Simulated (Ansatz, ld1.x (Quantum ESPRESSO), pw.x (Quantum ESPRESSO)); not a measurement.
From atom to crystal: PAW potential for Br (Z = 35)

bromine (Br), PAW, made with ld1.x (Quantum ESPRESSO) 7.5 (PBE, scalar-relativistic). Core [Ar] 3d10, reference 4s2 4p5. Waves: 4s (bound): rcut 1.25, rcutus 1.60 bohr; 4s channel at 2.75 Ry: rcut 1.25, rcutus 1.60 bohr; 4p (bound): rcut 1.20, rcutus 1.60 bohr; 4p channel at 0.1 Ry: rcut 1.20, rcutus 1.60 bohr; 4d channel at 0.25 Ry: rcut 1.35, rcutus 1.75 bohr; 4d channel at 2 Ry: rcut 1.35, rcutus 1.75 bohr. Local part: all-electron potential smoothed inside 1.40 bohr (lloc = -1). Core correction: none. Augmentation charge: PSQ, inside the norm-conserving radii.

Crystal test: fcc Br in pw.x 7.5, no spin, 12³ k-points, Fermi–Dirac smearing 0.01 Ry, cutoffs 45/360 Ry. The reference is all-electron LAPW (Ansatz 0.2.0) with the same functional, mesh and smearing; V0 and B0 come from Birch–Murnaghan fits to the pressures at five volumes. Errors are pseudo minus all-electron; Δ is the rms difference of the E(V) curves that follow from these fits, minima aligned, over ±6 % about the mean V0. Mesh and smearing are coarse, so the numbers serve the comparison and aren't converged zero-temperature values; the lattice is a test structure that the element need not adopt.

All-electron: a0 = 4.754 Å (V0 = 26.87 Å³/atom), B0 = 24.9 GPa.

Task: How far does the potential miss the all-electron equation of state?

Result: mean pressure error (GPa): -0.27; a0 (Å): 4.732; a0 error (%): -0.48; B0 error (%): +1.2; Δ (meV/atom): 1.9.

```
V (Å³/atom)  P all-electron (GPa)  P pseudo (GPa)
     25.576                  1.41            1.04
     26.249                  0.62            0.23
     26.922                 -0.05           -0.38
     27.595                 -0.62           -0.83
     28.268                 -1.09           -1.16
```

Task: At the middle volume, how do free energy and pressure move when the wave cutoff is lowered (ecutrho held at 360 Ry)?

Result:

```tsv
cutoff (Ry)	shift of F (meV/atom)	shift of P (GPa)
20	+27.9	-0.01
27	+16.2	-0.19
36	+2.7	-0.08
```

Input at the middle volume:

```
&control
  calculation='scf', prefix='x', pseudo_dir='./', outdir='./tmp', tstress=.true., disk_io='none'
/
&system
  ibrav=0, nat=1, ntyp=1, ecutwfc=45, ecutrho=360, nbnd=11,
  occupations='smearing', smearing='fd', degauss=0.01
/
&electrons
  conv_thr=1e-09, mixing_beta=0.4, electron_maxstep=70
/
ATOMIC_SPECIES
Br 1.0 Br.UPF
CELL_PARAMETERS angstrom
  0.00000000 2.37880645 2.37880645
  2.37880645 0.00000000 2.37880645
  2.37880645 2.37880645 0.00000000
ATOMIC_POSITIONS crystal
Br 0.0000 0.0000 0.0000
K_POINTS automatic
12 12 12 0 0 0
```

```bash
pw.x < Br.scf.in > Br.scf.out
```

Lines of the output:

```
Message from routine setup:
     using ibrav=0 with symmetry is DISCOURAGED, use correct ibrav instead
     lattice parameter (alat)  =       6.3573  a.u.
     unit-cell volume          =     181.6787 (a.u.)^3
     number of electrons       =         7.00
     number of Kohn-Sham states=           11
     kinetic-energy cutoff     =      45.0000  Ry
     charge density cutoff     =     360.0000  Ry
     scf convergence threshold =      1.0E-09
     Exchange-correlation= SLA  PW   PBX  PBC
     number of k points=    72  Fermi-Dirac smearing, width (Ry)=  0.0100
     iteration #  1     ecut=    45.00 Ry     beta= 0.40
     total energy              =    -204.32377103 Ry
     estimated scf accuracy    <       0.00030669 Ry
     iteration #  2     ecut=    45.00 Ry     beta= 0.40
     total energy              =    -204.32377478 Ry
     estimated scf accuracy    <       0.00007055 Ry
     iteration #  3     ecut=    45.00 Ry     beta= 0.40
     total energy              =    -204.32378197 Ry
     estimated scf accuracy    <       0.00000168 Ry
     iteration #  4     ecut=    45.00 Ry     beta= 0.40
     total energy              =    -204.32378218 Ry
     estimated scf accuracy    <          7.3E-09 Ry
     iteration #  5     ecut=    45.00 Ry     beta= 0.40
     total energy              =    -204.32378219 Ry
     estimated scf accuracy    <          4.9E-09 Ry
     iteration #  6     ecut=    45.00 Ry     beta= 0.40
     the Fermi energy is     3.6985 ev
!    total energy              =    -204.32378220 Ry
     estimated scf accuracy    <          2.1E-11 Ry
     smearing contrib. (-TS)   =      -0.00768384 Ry
     The total energy is F=E-TS. E is the sum of the following terms:
     one-electron contribution =       2.32121131 Ry
     hartree contribution      =       2.59754233 Ry
     xc contribution           =      -5.19718437 Ry
     ewald contribution        =     -24.98816617 Ry
     one-center paw contrib.   =    -179.04950146 Ry
     convergence has been achieved in   6 iterations
          total   stress  (Ry/bohr**3)                   (kbar)     P=       -3.84
     Message from routine punch:
     Nothing written, as per user request (disk_io='none')
```

The run at the middle volume (72 k-points, 6 iterations) took about 13 s on one core of a shared host (Neoverse-V1, 32 threads, 247 GiB, load 15).
